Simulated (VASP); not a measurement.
# CdF₂: convergence, energy difference of two geometries

CdF₂, Fm-3m (no. 225), 3 atoms in the cell. RPBE, energy difference of two geometries; PAW potentials Cd, F (PBE set). VASP 6.6.1.

Wanted: energy difference within 0.125 meV/atom.

What the run is for: energy difference; Accuracy asked: tight; Second geometry: volume scaled by 1.04.

The series start from Plane-wave cutoff (eV): 520; k-point mesh: 7 × 7 × 7; Precision mode (PREC): Accurate; Electronic threshold (eV): 1e-6; Aspherical gradient terms in the spheres (LASPH): yes; Electronic algorithm: ALGO=Normal. Each series keeps the choices made before it, and each single choice may use up half of a tolerance. Times cover all steps of a run.

## Plane-wave cutoff (eV)

| Plane-wave cutoff (eV) | Energy difference (meV/atom) | Time (s) |
|---|---|---|
| 320 | -27.89 | 10 |
| 400 | -27.83 | 15 |
| 460 | -28.77 | 18 |
| 520 | -29.00 | 17 |
| 600 | -28.97 | 22 |
| 700 | -28.84 | 36 |
| 840 (reference) | -28.83 | 37 |

Chosen: 700, the loosest value from which every tighter one stays within half of the tolerance.

## k-point mesh

| k-point mesh | Energy difference (meV/atom) | Time (s) |
|---|---|---|
| 3 × 3 × 3 | -28.75 | 13 |
| 4 × 4 × 4 | -28.85 | 18 |
| 5 × 5 × 5 | -28.99 | 21 |
| 6 × 6 × 6 | -28.79 | 31 |
| 7 × 7 × 7 | -28.84 | 36 |
| 9 × 9 × 9 | -28.87 | 56 |
| 11 × 11 × 11 | -28.87 | 81 |
| 14 × 14 × 14 (reference) | -28.88 | 145 |

Chosen: 7 × 7 × 7.

## Precision mode (PREC)

| Precision mode (PREC) | Energy difference (meV/atom) | Time (s) |
|---|---|---|
| Low | -29.01 | 16 |
| SingleN | -29.01 | 17 |
| Normal | -28.83 | 17 |
| Accurate (reference) | -28.84 | 36 |

Chosen: Normal.

## Electronic threshold (eV)

| Electronic threshold (eV) | Energy difference (meV/atom) | Time (s) |
|---|---|---|
| 0.001 | -28.82 | 14 |
| 0.0001 | -28.83 | 15 |
| 1e-5 | -28.83 | 16 |
| 1e-6 | -28.83 | 17 |
| 1e-7 | -28.83 | 20 |
| 1e-8 (reference) | -28.83 | 21 |

Chosen: 0.001.

## Aspherical gradient terms in the spheres (LASPH)

| Aspherical gradient terms in the spheres (LASPH) | Energy difference (meV/atom) | Time (s) |
|---|---|---|
| yes | -28.82 | 14 |
| no | -28.83 | 13 |

Chosen: yes; no other choice that stays within half of the tolerance saves 30 % of the time.

## Electronic algorithm

| Electronic algorithm | Energy difference (meV/atom) | Time (s) |
|---|---|---|
| ALGO=Normal | -28.82 | 14 |
| ALGO=Fast | -28.83 | 13 |
| ALGO=VeryFast | -28.83 | 14 |
| ALGO=All ISEARCH=1 | -28.83 | 12 |
| ALGO=All ISEARCH=0 | -28.83 | 12 |
| ALGO=Damped TIME=0.4 | -28.98 | 13 |
| ALGO=Damped TIME=0.1 | -28.78 | 18 |

Chosen: ALGO=Normal.

## All choices together

| Input | Energy difference (meV/atom) | Time (s) |
|---|---|---|
| the program's defaults (naive) | -35.47 | 3.6 |
| chosen settings | -28.82 | 14 |
| reference settings throughout | -28.83 | 134 |

The tolerance is met.

## The input

INCAR:
```
SYSTEM = CdF2
ALGO     = Normal         ! electronic algorithm
EDIFF    = 0.001          ! SCF threshold, eV
EFERMI   = MIDGAP       
ENCUT    = 700            ! plane-wave cutoff, eV
GGA      = RP             ! functional
GGA_COMPAT= .FALSE.      
ISIF     = 2              ! what is computed and relaxed
ISMEAR   = 0              ! smearing method
LASPH    = .TRUE.         ! aspherical terms in the spheres
LCHARG   = .FALSE.        ! write CHGCAR
LREAL    = .FALSE.        ! projectors in reciprocal space
LWAVE    = .FALSE.        ! write WAVECAR
NELM     = 120            ! most SCF steps
PREC     = Normal         ! precision mode
SIGMA    = 0.03           ! smearing width, eV
```

KPOINTS:
```
Automatic mesh
0
Gamma
  7 7 7
  0 0 0
```

POSCAR.step1:
```
CdF2
1.0
    0.0000000000      2.6940000000      2.6940000000
    2.6940000000      0.0000000000      2.6940000000
    2.6940000000      2.6940000000      0.0000000000
Cd F
1 2
Direct
    0.0000000000      0.0000000000      0.0000000000
    0.7500000000      0.7500000000      0.7500000000
    0.2500000000      0.2500000000      0.2500000000
```

POSCAR.step2:
```
CdF2
1.0
    0.0000000000      2.7294514339      2.7294514339
    2.7294514339      0.0000000000      2.7294514339
    2.7294514339      2.7294514339      0.0000000000
Cd F
1 2
Direct
    0.0000000000      0.0000000000      0.0000000000
    0.7500000000      0.7500000000      0.7500000000
    0.2500000000      0.2500000000      0.2500000000
```

Commands (each step's output is kept before the next begins):
```
cat potpaw_PBE.64/Cd/POTCAR potpaw_PBE.64/F/POTCAR > POTCAR
cp POSCAR.step1 POSCAR
mpirun -np 1 vasp_std > vasp.out
cp POSCAR.step2 POSCAR
mpirun -np 1 vasp_std > vasp.out
```

The chosen input took VASP 6.6.1 14 s on 1 core (AMD EPYC 9R45 (Zen 5)), a shared host.

## An input that fails: tetrahedra on too few k points

VASP's message: IBZKPT: tetrahedron method fails for NKPT<4. NKPT = 1.

k mesh: 7 × 7 × 7 becomes 1 × 1 × 1.

Changes against the starting input:
```
- ISMEAR = 0
- NELM = 120
+ ISMEAR = -5
+ NELM = 80
```
